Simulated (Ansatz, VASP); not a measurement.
# HgTe: VASP beside Ansatz, part 2 of 2

One calculation is typed for both programs; each brings its own data sets and cutoff. How far apart do they land? The cell is taken from a series of VASP runs on this material, whose earlier steps may have relaxed, scaled or displaced it; both programs get it as it stands.

VASP 6.6.1 and Ansatz 0.2.0.

So far: The structure; VASP: zone-centre phonons, LDA; Ansatz: zone-centre phonons, LDA; Side by side.

## 5. VASP: zone-centre phonons, r2SCAN with rVV10

Level of this step: r2SCAN with rVV10; plane waves and PAW (Hg, Te) (VASP).

Second derivatives magnify differences that forces hide, and they need a tight electronic threshold. The cell compared in this pair holds 69.95 Å³, against 67.04 Å³ for the pair before.

File INCAR:

```
SYSTEM = HgTe
PREC = Accurate
ENCUT = 450
EDIFF = 1E-08
NELM = 100
ISMEAR = 1
SIGMA = 0.15
LREAL = .FALSE.
ALGO = Normal
METAGGA = R2SCAN
LUSE_VDW = .TRUE.
IVDW_NL = 2
BPARAM = 11.95
CPARAM = 0.0093
LASPH = .TRUE.
NBANDS = 15
LORBIT = 11
LWAVE = .FALSE.
LCHARG = .FALSE.
KPAR = 2
IBRION = 6
NFREE = 2
POTIM = 0.015
NSW = 1
ISIF = 2
```

File POSCAR:

```
HgTe
1.0
    0.0000000000      3.2703063592      3.2703063592
    3.2703063592      0.0000000000      3.2703063592
    3.2703063592      3.2703063592      0.0000000000
Hg Te
1 1
Direct
    0.0000000000      0.0000000000      0.0000000000
    0.7500000000      0.7500000000      0.7500000000
```

File KPOINTS:

```
Automatic mesh
0
Gamma
10 10 10
0 0 0
```

PAW data sets: Hg and Te (PBE family, release 64).

The run is started by

```sh
mpirun -np 2 vasp_std
```

What it wrote:

```text
[banner, memory and clock lines left out]
running    2 mpi-ranks, on    1 nodes
[...]
|                                                                             |
|               ----> ADVICE to this user running VASP <----                  |
|                                                                             |
|     You have switched on vdW-DFT.                                           |
|     This routine was written and supplied by Jiri Klimes. We recommend      |
|     that you carefully read and cite the following publications:            |
|       J. Klimes, D.R. Bowler, A. Michelides                                 |
|          J. Phys.: Cond Matt. 22 022201 (2010)                              |
|       J. Klimes, D.R. Bowler, A. Michelides                                 |
|          Phys. Rev. B. 83, 195131 (2011)                                    |
|     and references therein.                                                 |
|                                                                             |

[...]
Total rVV10 correction in eV:      0.5316089    22.2204031
Total rVV10 correction in eV:      0.5316089    22.2204031
DAV:  14    -0.746284243175E+02    0.52963E-06   -0.16133E-06  1508   0.184E-02    0.370E-03
Total rVV10 correction in eV:      0.5316064    22.2204031
Total rVV10 correction in eV:      0.5316064    22.2204031
DAV:  15    -0.746284243049E+02    0.12621E-07   -0.11645E-07  1711   0.279E-03    0.129E-03
Total rVV10 correction in eV:      0.5316060    22.2204031
Total rVV10 correction in eV:      0.5316060    22.2204031
DAV:  16    -0.746284243126E+02   -0.76443E-08   -0.65954E-09   901   0.103E-03
Total rVV10 correction in eV:      0.5316052    22.2204031
Total rVV10 correction in eV:      0.5316052    22.2204031
Total rVV10 correction in eV:      0.5316057    22.2204031
Total rVV10 correction in eV:      0.5316057    22.2204031
   1 F= -.74628424E+02 E0= -.74628514E+02  d E =0.267856E-03
[... from here on, the cycles between the ionic steps are left out ...]
   2 F= -.74628066E+02 E0= -.74628156E+02  d E =0.269028E-03
   3 F= -.74628066E+02 E0= -.74628156E+02  d E =0.269029E-03
   4 F= -.74628065E+02 E0= -.74628155E+02  d E =0.269028E-03
   5 F= -.74628065E+02 E0= -.74628155E+02  d E =0.269028E-03
 Finite differences progress:
  Degree of freedom:   2/  2
  Displacement:        2/  2
  Total:               4/  4
```

From OUTCAR (step 5):

```text
  Total        0.0025653      0.0040280      0.0040280      0.0000000     -0.0721330      0.0000000
  in kB        0.0587572      0.0922589      0.0922589      0.0000000     -1.6521501      0.0000000
  external PRESSURE =       0.0810917 kB  Pullay stress =       0.0000000 kB

 POSITION                                       TOTAL-FORCE (eV/Angst)
 -----------------------------------------------------------------------------------
      0.00000      0.00000      0.00000        -0.047946     -0.000000     -0.000000
      4.89046      4.90546      4.90546         0.047946      0.000000      0.000000
 -----------------------------------------------------------------------------------
    total drift:                               -0.000081      0.000001      0.000001

  FREE ENERGIE OF THE ION-ELECTRON SYSTEM (eV)
  ---------------------------------------------------
  free  energy   TOTEN  =       -74.6280653740 eV

  energy  without entropy=      -74.6283344019  energy(sigma->0) =      -74.62815505

[... 1 part as in an earlier step ...]

[... 2 further parts left out ...]
[key lines of the parts left out:]
E-fermi :   2.4938
```

The last energy, forces, stress and levels in OUTCAR belong to the last displaced cell, not to the cell of POSCAR.

## 6. Ansatz: zone-centre phonons, r2SCAN with rVV10

The same cell, functional, mesh and smearing now go to Ansatz, which takes its cutoff from its data sets.

The cell is taken from a series of VASP runs on this material, whose earlier steps may have relaxed, scaled or displaced it; both programs get it as it stands.

File input.yaml:

```yaml
crystal:
  lattice:
    - [0.0, 3.2703063592, 3.2703063592]
    - [3.2703063592, 0.0, 3.2703063592]
    - [3.2703063592, 3.2703063592, 0.0]
  atoms:
    - { symbol: Hg, position: [0.0, 0.0, 0.0] }
    - { symbol: Te, position: [0.75, 0.75, 0.75] }
hamiltonian:
  xc: r2scan
  pseudopotentials: { kind: paw }
  dispersion: rvv10
kpoints:
  mp_grid: { grid: [10, 10, 10] }
scf:
  occupations: { method: methfessel_paxton, width: 0.15 }
phonons:
  method: dfpt
  qpoints: [[0, 0, 0]]
```

The run is started by

```sh
ansatz run input.yaml --threads 4 --pin off --max-ram 9216MiB --backend cpu --events-out ev --progress --plain --runs-dir out
```

What it wrote:

```text
Error: phonons.method: dfpt with hamiltonian.dispersion: rvv10 — the rVV10 nonlocal-correlation f_xc (the second functional derivative of the nonlocal kernel) is not assembled; use method: fd, without the keys that are dfpt's alone (phonons.method's entry in the input reference names them), or remove the dispersion and use an LDA functional, a GGA, a hybrid of one such as hse06 or pbe0, r2scan or mr2scan (a hybrid, r2scan and mr2scan have refusals of their own beside method: dfpt, each with its way out)
```

Elapsed: 0.02 s, on 4 threads of Arm Neoverse V2, shared host; peak memory 0.031 GiB.

The program refused the input before any cycle.

The program's message: “Error: phonons.method: dfpt with hamiltonian.dispersion: rvv10 — the rVV10 nonlocal-correlation f_xc (the second functional derivative of the nonlocal kernel) is not assembled; use method: fd, without …”

## 7. Summary of results

```
r.m.s. difference of the optical zone-centre modes, each program's sorted by frequency (zone-centre phonons, LDA) : 2.9 cm⁻¹
difference in optical mode 1 to 3 (zone-centre phonons, LDA)                                                      : -2.5 %
```

What this shows: The r.m.s. difference of the optical zone-centre modes, each program's sorted by frequency is 2.9 cm⁻¹ (zone-centre phonons, LDA). Among the rows given in per cent, the largest difference of the zone-centre phonons, LDA pair is in optical mode 1 to 3, -2.5 %. Ansatz did not finish the zone-centre phonons, r2SCAN with rVV10 run on these settings, where VASP converged. How closely two codes agree says nothing of how well the functional describes the real material.

[Lines on the potential files, build, host, timing and source positions are cut from VASP's logs without a mark.]

[Logs are printed without paths, hosts, clocks, repeated set-up lines and the standing remarks that a program may print on its own settings, such as how far it seeks lower states.]

[Hosts, paths, dates, database ids (printed as entryN), source tags and the programs' standing remarks are cut or masked in the printed files.]
